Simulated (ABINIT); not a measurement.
# Pb: equation of state with PBE

Pb:

```
Pb
1.0
     0.00000    2.47502    2.47502
     2.47502    0.00000    2.47502
     2.47502    2.47502    0.00000
Pb
1
Direct
  0.00000 0.00000 0.00000
```

```yaml
Program: ABINIT 10.8.3 (patched build)
Task: equation of state
Functional: PBE
Potentials_or_basis: PseudoDojo NC SR PBE v0.4.1 standard
Cutoff: 762 eV
k_mesh: 9 × 9 × 9
Occupations: fermi-dirac, width 0.05 eV
Spin: no spin polarisation
```

- Equilibrium volume: 31.87 Å³/atom
- Bulk modulus: 40 GPa
- Pressure derivative of the bulk modulus: 5.4

Energy against volume, from the lowest point:
```
volume (Å³/atom)  energy (meV/atom)
          28.503              55.79
          29.110              35.76
          29.716              20.71
          30.323              10.10
          30.929               3.41
          31.535               0.17
          32.142               0.00
```

Wall time 63 s on 1 thread of Arm Neoverse V2, with other jobs on the host, peak memory 0.12 GiB.

The cell as given is a measured one (30.32 Å³/atom); PBE puts the equilibrium volume +5.1 % from it, thermal expansion not counted.

Caveat: pressures at fixed basis lie under the slope of the energies. The run has no spin-orbit coupling, so splittings on Pb are missing.
